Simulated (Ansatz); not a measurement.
Structure types of AlN compared at 21 GPa

Structure types of AlN are relaxed in primitive cells with their symmetry kept at 21 GPa, on PAW files; LAPW relaxes the small cells further and takes the PAW cell for the others (marked *). The enthalpy is E + pV at zero temperature, without zero-point motion. Only the types listed were tried, and differences under about 5 meV/atom are mesh noise. The real phase may be another.

Computed with Ansatz 0.2.0; functional PBE, scalar-relativistic. Settings: Fermi–Dirac smearing of 0.08 eV, no spin polarisation. Methods: LAPW: all electrons, basis error target 0.5 meV/atom; PAW: frozen-core files, cutoff 420 eV.

k meshes: rocksalt 16×16×16, CsCl 14×14×14, zincblende 16×16×16, wurtzite 12×12×7, NiAs 12×12×7.

```tsv
start type	ends as	a, b, c (Å)	V (Å³/atom)	H − H(lowest), LAPW (meV/atom)
rocksalt	rocksalt, Fm-3m	3.974, 3.974, 3.974	7.84	0.0
CsCl	CsCl, Pm-3m	2.536, 2.536, 2.536	8.16	?
zincblende	zincblende, F-43m	4.271, 4.271, 4.271	9.74	120.2
wurtzite*	wurtzite, P6_3mc	3.044, 3.044, 4.843	9.71	95.6
NiAs*	NiAs, P6_3/mmc	2.781, 2.781, 4.774	8.00	?
```

Q: What belongs in the row "CsCl", column "H − H(lowest), LAPW (meV/atom)"?

A: 1606.0.

Q: What belongs in the row "NiAs*", column "H − H(lowest), LAPW (meV/atom)"?

A: 181.4.
